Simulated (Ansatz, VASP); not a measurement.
## C in VASP and in Ansatz

```
C
1.0
     0.00000    1.78014    1.78014
     1.78014    0.00000    1.78014
     1.78014    1.78014    0.00000
C
2
Direct
  0.50000 0.50000 0.50000
  0.75000 0.75000 0.75000
```

Alike in both runs: functional r2SCAN; k mesh 12 × 12 × 12; occupations gaussian, width 0.02 eV; no spin polarisation.

Ansatz relaxed the structure, and its values are those at the end. VASP's run is a single point on that final structure, the one shown.

|  | VASP | Ansatz |
| --- | --- | --- |
| version | VASP 6.6.1 | Ansatz 0.2.0 |
| potentials or method | VASP PAW PBE potentials, release 64 (C) | scalar-relativistic, plane waves, PAW |
| plane-wave cutoff (eV) | 520 | 500 |
| valence electrons in the cell | 8 | 8 |

|  | VASP | Ansatz | Ansatz less VASP |
| --- | --- | --- | --- |
| gap on the k mesh at the Fermi level (eV) | 4.36 | 4.39 | +0.030 |
| least direct gap on the mesh (eV) | 5.85 | 5.90 | +0.045 |
| pressure (GPa) | 1.1 | 0.0 | -1.11 |

Caveats: the PAW data sets were made with another functional, which shifts forces and pressure a little (VASP).
